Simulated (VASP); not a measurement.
## AlAs: band structure with PBE

The system is AlAs.

```
CELL_PARAMETERS angstrom
0.00000 2.84088 2.84088
2.84088 0.00000 2.84088
2.84088 2.84088 0.00000
ATOMIC_POSITIONS crystal
Al 0.00000 0.00000 0.00000
As 0.25000 0.25000 0.25000
```

```yaml
Program: VASP 6.6.1
Task: band structure
Functional: PBE
Potentials_or_basis: VASP PAW PBE potentials, release 64 (Al, As)
Cutoff: 520 eV
k_mesh: 6 × 6 × 6
Occupations: gaussian, width 0.03 eV
Spin: spin-orbit coupling, no magnetisation
Further_INCAR_settings: ALGO = Fast; EDIFF = 1e-07; NBANDS = 20
```

- Pressure: 1.9 GPa
- Valence electrons inside the program's atomic spheres: Al 0.77; As 2.90

Wall time 3.3 min on 1 thread of AMD EPYC 9R45 (Zen 5), on a shared host, peak memory 0.28 GiB.
